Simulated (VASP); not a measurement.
# Si (Fd-3m) in VASP: further runs, part 2 of 2

VASP 6.6.1. Earlier steps stand in the parts before.

### 3 Dielectric tensor, PBE

The input, INCAR:

```
PREC = Accurate
ENCUT = 400
EDIFF = 1E-6
ISMEAR = 0
SIGMA = 0.01
LREAL = False
LASPH = True
NELM = 100
ALGO = Normal
ISIF = 2
LWAVE = False
LCHARG = False
GGA = PE
LEPSILON = True
```

The input, KPOINTS:

```
Automatic mesh
0
Gamma
  8 8 8
```

The input, POSCAR:

```
Si
1.0
    0.0000000000      2.7218511865      2.7218511865
    2.7218511865      0.0000000000      2.7218511865
    2.7218511865      2.7218511865      0.0000000000
Si
2
Direct
    0.5000000000      0.5000000000      0.5000000000
    0.7500000000      0.7500000000      0.7500000000
```

Potentials or basis: VASP PAW PBE potentials, release 64 (Si).

Started as:

```bash
cat potpaw_PBE.64/Si/POTCAR > POTCAR
mpirun -np 1 vasp_std > vasp.out
```

OUTCAR:

```text
PREC = Accurate
   ENCUT = 400
   EDIFF = 1E-6
   ISMEAR = 0
   LREAL = False
   LASPH = True
   NELM = 100
   ISIF = 2
   GGA = PE
   LEPSILON = True

 Found     29 irreducible k-points:

 Following reciprocal coordinates:
            Coordinates               Weight
  0.000000  0.000000  0.000000      1.000000
  0.125000  0.000000  0.000000      8.000000
  0.250000  0.000000  0.000000      8.000000
  0.375000  0.000000  0.000000      8.000000
  0.500000  0.000000  0.000000      4.000000
  0.125000  0.125000  0.000000      6.000000
   k-points           NKPTS =     29   k-points in BZ     NKDIM =     29   number of bands    NBANDS=      8
   number of dos      NEDOS =    301   number of ions     NIONS =      2
   total plane-waves  NPLWV =  21952
   dimension x,y,z NGX =    28 NGY =   28 NGZ =   28
   dimension x,y,z NGXF=    56 NGYF=   56 NGZF=   56
   ions per type =               2
   NGX,Y,Z   is equivalent  to a cutoff of  12.09, 12.09, 12.09 a.u.
   NGXF,Y,Z  is equivalent  to a cutoff of  24.19, 24.19, 24.19 a.u.
 SYSTEM =  unknown system
   PREC   = accura    normal or accurate (medium, high low for compatibility)
   ISTART =      0    job   : 0-new  1-cont  2-samecut
   ICHARG =      2    charge: 1-file 2-atom 10-const
   ISPIN  =      1    spin polarized calculation?
   LNONCOLLINEAR =      F non collinear calculations
   LSORBIT =      F    spin-orbit coupling
   LASPH  =      T    aspherical Exc in radial PAW
   ENCUT  =  400.0 eV  29.40 Ry    5.42 a.u.   6.28  6.28  6.28*2*pi/ulx,y,z
[... 177 lines left out ...]

  energy without entropy =       -1.56052952

------------------------ aborting loop because EDIFF is reached ----------------------------------------

 PIEZOELECTRIC TENSOR FIELD DIRECTION 3  (e Angst)
 -----------------------------------------------------------------------------
     0.00256  0.00000  0.00000           (  0.00001  0.00000  0.00000)
     0.00000  0.00256  0.00000           (  0.00000  0.00001  0.00000)
     0.00000  0.00000 -0.00873           (  0.00000  0.00000 -0.00000)

 PIEZOELECTRIC TENSOR FIELD DIRECTION 3  (C/m^2)
 -----------------------------------------------------------------------------
     0.00102  0.00000  0.00000
     0.00000  0.00102  0.00000
     0.00000  0.00000 -0.00347

 MACROSCOPIC STATIC DIELECTRIC TENSOR (including local field effects in DFT)
 ------------------------------------------------------
          14.059303    -0.000000    -0.000000
          -0.000000    14.059303     0.000000
          -0.000000     0.000000    14.059303
 ------------------------------------------------------

 PIEZOELECTRIC TENSOR (including local field effects)  for field in x, y, z        (e  Angst)
          XX          YY          ZZ          XY          YZ          ZX
  --------------------------------------------------------------------------------
  x     0.00000     0.00000     0.00000     0.00000    -0.00000     0.00000
  y    -0.00000    -0.00000     0.00000     0.00000     0.00000     0.00000
  z     0.00000     0.00000     0.00000    -0.00000     0.00000     0.00000

 PIEZOELECTRIC TENSOR (including local field effects)  for field in x, y, z        (C/m^2)
          XX          YY          ZZ          XY          YZ          ZX
  --------------------------------------------------------------------------------
  x     0.00000     0.00000     0.00000     0.00000    -0.00000     0.00000
  y    -0.00000    -0.00000     0.00000     0.00000     0.00000     0.00000
  z     0.00000     0.00000     0.00000    -0.00000     0.00000     0.00000

 BORN EFFECTIVE CHARGES (including local field effects) (in |e|, cummulative output)
 ---------------------------------------------------------------------------------
 ion    1
    1     0.00000     0.00000     0.00000
    2     0.00000     0.00000     0.00000
    3     0.00000     0.00000     0.00000
 ion    2
    1    -0.00000     0.00000     0.00000
    2     0.00000    -0.00000     0.00000
    3     0.00000     0.00000    -0.00000
```

stdout:

```text
POSCAR found type information on POSCAR Si
 POSCAR found :  1 types and       2 ions
 scaLAPACK will be used
 LDA part: xc-table for (Slater+PW92), standard interpolation
 POSCAR, INCAR and KPOINTS ok, starting setup
 FFT: planning ... GRIDC
 FFT: planning ... GRID_SOFT
 FFT: planning ... GRID
 WAVECAR not read
 entering main loop
 Linear response reoptimize wavefunctions to high precision
 Linear response G [H, r] |phi>, progress :
  Direction:   1
 Linear response G [H, r] |phi>, progress :
  Direction:   2
 Linear response G [H, r] |phi>, progress :
  Direction:   3
 Linear response to external field (no local field effect), progress :
  Direction:   1
 dielectric tensor                  component  1 :    18.375    10.497     2.010
 Linear response to external field (no local field effect), progress :
  Direction:   2
 dielectric tensor                  component  2 :    10.497    18.485    -2.197
 Linear response to external field (no local field effect), progress :
  Direction:   3
 dielectric tensor                  component  3 :     2.010    -2.197     7.184
 Linear response to external field, progress :
  Direction:   1
 dielectric tensor                  component  1 :    14.059     7.196     1.730
 Linear response to external field, progress :
  Direction:   2
 dielectric tensor                  component  2 :     6.894    14.059    -1.330
 Linear response to external field, progress :
  Direction:   3
 dielectric tensor                  component  3 :     1.340     4.081    14.059
 Born effective charges drift removed
```

Wall time 38 s (1 thread of AMD EPYC 9R45 (Zen 5), shared host); peak memory 0.14 GiB.

These settings aren't checked as converged: the numbers below hold their error.

What came out:

* Band gap on the k mesh: 0.63 eV, indirect (least direct gap 2.56 eV)
* Electronic dielectric tensor (diagonal): 14.06
* Born charges (mean of the diagonal): Si +0.00 e

Caveat: the gap is small at this level, which inflates the dielectric constant.

### 4 Dielectric tensor, PBE

INCAR, as its differences from that of step 3:

```diff
@@ -1,4 +1,4 @@
-PREC = Accurate
+PREC = Normal
 ENCUT = 400
-EDIFF = 1E-6
+EDIFF = 1E-8
 ISMEAR = 0
```

KPOINTS is that of step 3.

POSCAR is that of step 3.

Potentials or basis: VASP PAW PBE potentials, release 64 (Si).

Started as:

```bash
cat potpaw_PBE.64/Si/POTCAR > POTCAR
mpirun -np 1 vasp_std > vasp.out
```

OUTCAR:

```text
PREC = Normal
   ENCUT = 400
   EDIFF = 1E-8
   ISMEAR = 0
   LREAL = False
   LASPH = True
   NELM = 100
   ISIF = 2
   GGA = PE
   LEPSILON = True

 Found     29 irreducible k-points:

 Following reciprocal coordinates:
            Coordinates               Weight
  0.000000  0.000000  0.000000      1.000000
  0.125000  0.000000  0.000000      8.000000
  0.250000  0.000000  0.000000      8.000000
  0.375000  0.000000  0.000000      8.000000
  0.500000  0.000000  0.000000      4.000000
  0.125000  0.125000  0.000000      6.000000
   k-points           NKPTS =     29   k-points in BZ     NKDIM =     29   number of bands    NBANDS=      8
[... 205 lines left out ...]
     0.00102  0.00000  0.00000
     0.00000  0.00102  0.00000
     0.00000  0.00000 -0.00347

 MACROSCOPIC STATIC DIELECTRIC TENSOR (including local field effects in DFT)
 ------------------------------------------------------
          14.059265     0.000000    -0.000000
           0.000000    14.059265    -0.000000
           0.000000    -0.000000    14.059265
 ------------------------------------------------------

 PIEZOELECTRIC TENSOR (including local field effects)  for field in x, y, z        (e  Angst)
          XX          YY          ZZ          XY          YZ          ZX
  --------------------------------------------------------------------------------
  x    -0.00000     0.00000     0.00000     0.00000     0.00000     0.00000
  y     0.00000     0.00000     0.00000     0.00000     0.00000     0.00000
  z     0.00000     0.00000     0.00000    -0.00000     0.00000     0.00000

 PIEZOELECTRIC TENSOR (including local field effects)  for field in x, y, z        (C/m^2)
          XX          YY          ZZ          XY          YZ          ZX
  --------------------------------------------------------------------------------
  x    -0.00000     0.00000     0.00000     0.00000     0.00000     0.00000
  y     0.00000     0.00000     0.00000     0.00000     0.00000     0.00000
  z     0.00000     0.00000     0.00000    -0.00000     0.00000     0.00000

 BORN EFFECTIVE CHARGES (including local field effects) (in |e|, cummulative output)
 ---------------------------------------------------------------------------------
 ion    1
    1    -0.00000    -0.00000     0.00000
    2     0.00000    -0.00000     0.00000
    3    -0.00000    -0.00000    -0.00000
 ion    2
    1     0.00000     0.00000    -0.00000
    2    -0.00000     0.00000    -0.00000
    3     0.00000     0.00000     0.00000
```

OSZICAR:

```text
N       E                     dE             d eps       ncg     rms          rms(c)
DAV:   1     0.636757845952E+01    0.63676E+01   -0.28584E+03   464   0.647E+02
[... 13 lines left out ...]
RMM:   6    -0.155649439974E+01   -0.10470E-02   -0.32368E-05  1526   0.422E-02    0.184E-02
RMM:   7    -0.155737892032E+01   -0.88452E-03   -0.13459E-05  1477   0.290E-02    0.192E-03
RMM:   8    -0.155744143571E+01   -0.62515E-04   -0.31535E-07  1595   0.359E-03    0.645E-04
RMM:   9    -0.155744334596E+01   -0.19102E-05    0.42952E-09  1532   0.178E-03    0.295E-04
RMM:  10    -0.155744492443E+01   -0.15785E-05    0.21406E-07  1479   0.318E-04    0.555E-05
RMM:  11    -0.155744448773E+01    0.43670E-06    0.86844E-08   963   0.590E-05    0.161E-05
RMM:  12    -0.155744489033E+01   -0.40261E-06   -0.16775E-10   556   0.462E-05    0.182E-06
```

stdout:

```text
POSCAR found type information on POSCAR Si
 POSCAR found :  1 types and       2 ions
 scaLAPACK will be used
 LDA part: xc-table for (Slater+PW92), standard interpolation
 POSCAR, INCAR and KPOINTS ok, starting setup
 FFT: planning ... GRIDC
 FFT: planning ... GRID_SOFT
 FFT: planning ... GRID
 WAVECAR not read
 entering main loop
 Linear response reoptimize wavefunctions to high precision
 Linear response G [H, r] |phi>, progress :
  Direction:   1
 Linear response G [H, r] |phi>, progress :
  Direction:   2
 Linear response G [H, r] |phi>, progress :
  Direction:   3
 Linear response to external field (no local field effect), progress :
  Direction:   1
 dielectric tensor                  component  1 :    18.375    10.497     2.010
 Linear response to external field (no local field effect), progress :
  Direction:   2
 dielectric tensor                  component  2 :    10.497    18.485    -2.197
 Linear response to external field (no local field effect), progress :
  Direction:   3
 dielectric tensor                  component  3 :     2.010    -2.197     7.184
 Linear response to external field, progress :
  Direction:   1
 dielectric tensor                  component  1 :    14.059     7.196     1.730
 Linear response to external field, progress :
  Direction:   2
 dielectric tensor                  component  2 :     6.894    14.059    -1.330
 Linear response to external field, progress :
  Direction:   3
 dielectric tensor                  component  3 :     1.340     4.081    14.059
 Born effective charges drift removed
```

Wall time 22 s (1 thread of AMD EPYC 9R45 (Zen 5), shared host); peak memory 0.12 GiB.

These settings aren't checked as converged: the numbers below hold their error.

Results:

```yaml
Band_gap_on_the_k_mesh: 0.63 eV, indirect (least direct gap 2.56 eV)
Electronic_dielectric_tensor_diagonal: 14.06
Born_charges_mean_of_the_diagonal: Si +0.00 e
```

Caveat: the gap is small at this level, which inflates the dielectric constant.
